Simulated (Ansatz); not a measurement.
Here is an Ansatz 0.2.0 calculation.

The input input.yaml:

```yaml
crystal:
  lattice:
    - [0.0, 3.15085, 3.15085]
    - [3.15085, 0.0, 3.15085]
    - [3.15085, 3.15085, 0.0]
  atoms:
    - { symbol: Te, position: [0.5, 0.5, 0.5] }
    - { symbol: Sn, position: [0.0, 0.0, 0.0] }
kpoints:
  mp_grid: { grid: [7, 7, 7] }
  band_path:
    path:
      - [0.0, 0.0, 0.0]
      - [0.5, 0.0, 0.5]
      - [0.5, 0.25, 0.75]
      - [0.375, 0.375, 0.75]
      - [0.0, 0.0, 0.0]
      - [0.5, 0.5, 0.5]
      - [0.625, 0.25, 0.625]
      - [0.5, 0.25, 0.75]
    npoints: 6
scf:
  occupations: { method: fermi_dirac, width: 0.05 }
hamiltonian:
  xc: rpbe
  pseudopotentials: { kind: all_electron, lapw: { basis_error: 0.001 } }
output:
  forces: true
  stress: true
  eigenvalues: true
```

Potentials or basis: all-electron LAPW, scalar-relativistic.

Launch:

```bash
$ ansatz run input.yaml --threads 1 --pin off --max-ram 3072MiB --backend cpu --events-out ev --progress --plain --runs-dir out
```

(1) Predict the pressure.

(2) What does it give for the band gap along the path?

Results:

(1) 3.7 GPa.

(2) 0.07 eV, direct.

Caveat: this odd mesh misses L, where the gap lies, so gap, dielectric constants and Born charges aren't listed; spin-orbit coupling is left out, which moves the levels of the heavy elements.

**The experiment to reproduce.**

A printed reference work, textbook reports, for a bulk crystal of SnTe at 300 K: band gap 0.18 eV (direct).

A measured gap of SnTe is 0.18 eV (direct; 300 K; a printed reference work, textbook); the calculated 0.07 eV misses it by -0.11 eV. Spin-orbit coupling on Sn, Te is left out. The value is that of RPBE, without temperature or zero-point motion. Semilocal functionals fall short of measured gaps as a rule.
